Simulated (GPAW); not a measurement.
Input of a GPAW 26.7.0 run:

run.py

```python
import numpy as np
from ase.dft.bandgap import bandgap
from ase.io import read, write
from ase.units import GPa
from gpaw import GPAW, PW, setup_paths
from gpaw.spinorbit import soc_eigenstates

setup_paths.insert(0, '.')

atoms = read('GaP.cif')

calc = GPAW(mode=PW(600),
            xc='AM05',
            kpts={'size': (8, 8, 8), 'gamma': True},
            occupations={'name': 'fermi-dirac', 'width': 0.05},
            nbands=11,
            convergence={'density': 1e-05, 'energy': 1e-05},
            maxiter=150,
            txt='gpaw.txt')
atoms.calc = calc
energy = atoms.get_potential_energy()
forces = atoms.get_forces()
stress = atoms.get_stress()
calc.write('gs.gpw')
write('result.traj', atoms)
print(f'Energy: {energy:.6f} eV')
print('Forces (eV/A):')
print(forces.round(4))
print('Stress (GPa):', (stress / GPa).round(3))
print('Fermi level:', round(calc.get_fermi_level(), 4), 'eV')
print(f'Gap: {bandgap(calc)[0]:.4f} eV, direct: {bandgap(calc, direct=True)[0]:.4f} eV')

path = atoms.cell.bandpath('GXWKGLUWLK,UX', npoints=60, eps=1e-4)
bs_calc = calc.fixed_density(kpts=path, symmetry='off', nbands=21,
                             convergence={'bands': 'CBM+6.0', 'eigenstates': 1e-6}, txt='bands.txt')
bs = bs_calc.band_structure()
bs.write('bs.json')
print(f'Gap on the path: {bandgap(bs_calc)[0]:.4f} eV')

soc = soc_eigenstates(bs_calc, theta=90, phi=45)
np.savetxt('soc_bands.dat', soc.eigenvalues(), fmt='%.4f')
mesh = soc_eigenstates('gs.gpw', theta=90, phi=45)
np.savetxt('soc_mesh.dat', mesh.eigenvalues(), fmt='%.4f')
print('Fermi level with spin-orbit coupling:', round(mesh.fermi_level, 4), 'eV')
```

File GaP.cif:

```cif
data_GaP
_cell_length_a 3.85408551
_cell_length_b 3.85408551
_cell_length_c 3.85408551
_cell_angle_alpha 60.00000000
_cell_angle_beta 60.00000000
_cell_angle_gamma 60.00000000
_space_group_name_H-M_alt 'P1'
_space_group_name_Hall 'P 1'
_space_group_IT_number 1
loop_
_space_group_symop_operation_xyz
'x,y,z'
loop_
_atom_site_label
_atom_site_type_symbol
_atom_site_symmetry_multiplicity
_atom_site_Wyckoff_symbol
_atom_site_fract_x
_atom_site_fract_y
_atom_site_fract_z
_atom_site_occupancy
Ga1 Ga 1 a 0.0000000000 0.0000000000 0.0000000000 1
P1 P 1 a 0.7500000000 0.7500000000 0.7500000000 1
```

Potentials or basis: PAW data sets generated in the run's folder for this functional, pw.

The run is started by

```console
$ gpaw-setup -f AM05 Ga P
$ OMP_NUM_THREADS=1 python run.py
```

**Question.** Predict the pressure.

**Answer.** 1.8 GPa.

**Question.** What does it give for the band gap on the k mesh?

**Answer.** 1.59 eV, indirect (least direct gap 1.86 eV).

Levels at the corners of the path, in eV from the valence-band top:
```tsv
point	band 5	band 6	band 7	band 8	band 9	band 10	band 11	band 12
Γ	0.00	0.00	0.00	0.00	1.86	1.86	3.73	3.73
X	-2.73	-2.73	-2.70	-2.70	1.60	1.60	1.78	1.78
W	-3.65	-3.63	-3.48	-3.43	4.67	4.68	4.85	4.88
K	-4.00	-3.98	-2.29	-2.29	2.14	2.15	4.78	4.78
Γ	0.00	0.00	0.00	0.00	1.86	1.86	3.73	3.73
L	-1.19	-1.19	-1.11	-1.11	1.67	1.67	4.64	4.64
U	-4.00	-3.98	-2.29	-2.29	2.14	2.15	4.78	4.78
W	-3.65	-3.63	-3.48	-3.43	4.67	4.68	4.85	4.88
L	-1.19	-1.19	-1.11	-1.11	1.67	1.67	4.64	4.64
K	-4.00	-3.98	-2.29	-2.29	2.14	2.15	4.78	4.78
U	-4.00	-3.98	-2.29	-2.29	2.14	2.15	4.78	4.78
X	-2.73	-2.73	-2.70	-2.70	1.60	1.60	1.78	1.78
```

Caveat: spin-orbit coupling was added after a scalar SCF, so levels and gaps hold it while energy, forces, pressure and moments don't; this program's spin-orbit splittings come out too wide for heavy elements.

**Experimental background.**

“Stacking defects in GaP nanowires: Electronic structure and optical properties”, 2018, arxiv:1810.01194 quotes, for a bulk crystal of GaP at 10 K: band gap 2.34 eV (indirect).

A measured gap of GaP is 2.34 eV (indirect; 10 K; quoted in “Stacking defects in GaP nanowires: Electronic structure and optical properties”, 2018, arxiv:1810.01194); the calculated 1.54 eV misses it by -0.80 eV. The value is that of AM05, without temperature or zero-point motion. Semilocal functionals fall short of measured gaps as a rule.
